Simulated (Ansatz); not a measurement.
Crystal: PbO2.

```
Pb O
1.0
     0.00000    2.70199    2.70199
     2.70199    0.00000    2.70199
     2.70199    2.70199    0.00000
Pb O
1 2
Direct
  0.00000 0.00000 0.00000
  0.75000 0.75000 0.75000
  0.25000 0.25000 0.25000
```

The cell comes from a database or a generator and needn't be the stable form of this composition.

Base run:

| Item | Value |
| --- | --- |
| Program | Ansatz 0.2.0 |
| Functional | HF |
| Potentials or basis | Ansatz PAW |
| Cutoff | 420 eV (not typed: the program's choice for these potentials) |
| k mesh | 5 × 5 × 5 |
| Occupations | fermi-dirac, width 0.05 eV |
| Spin | no spin polarisation |

Its results: band gap on the k mesh 5.80 eV, indirect (least direct gap 7.02 eV); pressure -26.3 GPa.

**Question.** The run is repeated on the same cell with these changes: functional from HF to r2SCAN50; cutoff from 420 eV (not typed: the program's choice for these potentials) to 500 eV (not typed: the program's choice for these potentials). What comes out?

**Answer.** Band gap on the k mesh none (metal or under the smearing width); pressure -23.6 GPa.

Caveats: some runs use coarse meshes; so large a pressure means that the cell lies far from this level's equilibrium, or that cutoff or potentials fall short; the PAW data sets come from PBE, with cores solved anew for the run's functional, which leaves a small shift of forces and pressure; the thresholds are loose for stress; odd divisions of the mesh miss points on the zone boundary, where band edges often lie, so the gap on the mesh can be too wide (some runs); spin-orbit coupling is left out, which as a rule narrows the gap of such compounds by several tenths of an eV (some runs).

A k mesh can miss the band edges.
